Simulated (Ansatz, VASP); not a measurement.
Two plane-wave programs on MgO

```
Mg O
1.0
     0.00000    2.13750    2.13750
     2.13750    0.00000    2.13750
     2.13750    2.13750    0.00000
Mg O
1 1
Direct
  0.00000 0.00000 0.00000
  0.50000 0.50000 0.50000
```

Alike in both runs: task single point; functional r2SCAN; k mesh 9 × 9 × 9; occupations fermi-dirac, width 0.02 eV; no spin polarisation.

```csv
,VASP,Ansatz
version,VASP 6.6.1,Ansatz 0.2.0
potentials or method,"VASP PAW PBE potentials, release 64 (Mg, O)","PAW, plane waves, scalar-relativistic"
plane-wave cutoff (eV),520,500
valence electrons in the cell,8,16
```

```tsv
	VASP	Ansatz	Ansatz less VASP
pressure (GPa)	-8.6	-7.5	+1.11
```

The two sets of potentials don't hold the same shells in valence.

Caveats: the PAW data sets were made with another functional, which shifts forces and pressure a little (VASP).
